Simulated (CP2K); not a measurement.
## BN under changes of volume

One of the cells (6.078 Å³/atom); the others are scaled copies at fixed shape and fractional positions:

```
N B
1.0
     2.58095    0.00000    0.00000
     1.29048    2.23517    0.00000
     1.29048    0.74506    2.10734
N B
1 1
Direct
  0.25000 0.25000 0.25000
  0.00000 0.00000 0.00000
```

The cell is a database's computed one.

- Program: CP2K 2026.2
- Functional: PBEsol
- Potentials or basis: POTENTIAL_UZH N GTH-PBE-q5, B GTH-PBE-q3; TZVP-MOLOPT-PBE-GTH basis
- Density cutoff: 6123 eV
- k mesh: 13 × 13 × 13
- Occupations: fermi-dirac, width 0.05 eV
- Spin: no spin polarisation

```tsv
volume (Å³/atom)	energy over the lowest point (meV/atom)	pressure (GPa)	gap on the mesh (eV)
5.602	?	?	?
5.721	2.99	13.4	4.39
6.078	0.00	-9.7	4.31
6.198	9.59	-16.1	4.29
6.317	23.73	-21.9	4.26
```

What does the run at 5.602 Å³/atom give?

Energy over the lowest point 16.74 meV/atom; pressure 22.8 GPa; gap on the mesh 4.41 eV.

Worked out: A Birch-Murnaghan fit of order 2 (a polynomial in V^(-2/3)) to the other rows has its minimum at 5.92 Å³/atom with B0 = V·E''(V) = 378 GPa. It gives 16.51 meV/atom at 5.602 Å³/atom, against the run's 16.74, and -dE/dV = 23.0 GPa, against 22.8. A straight line through the other rows of the gap, of slope -1.29 eV per unit of ln V, extrapolates to 4.42 eV, against the run's 4.41.

Energies are extrapolated to zero smearing.

Caveats: the potentials were made for another functional, which shifts forces and pressure; an odd mesh through Γ misses points on the zone boundary, where band edges often lie; the basis of atomic orbitals isn't converged, which shifts pressures, moduli and gaps.
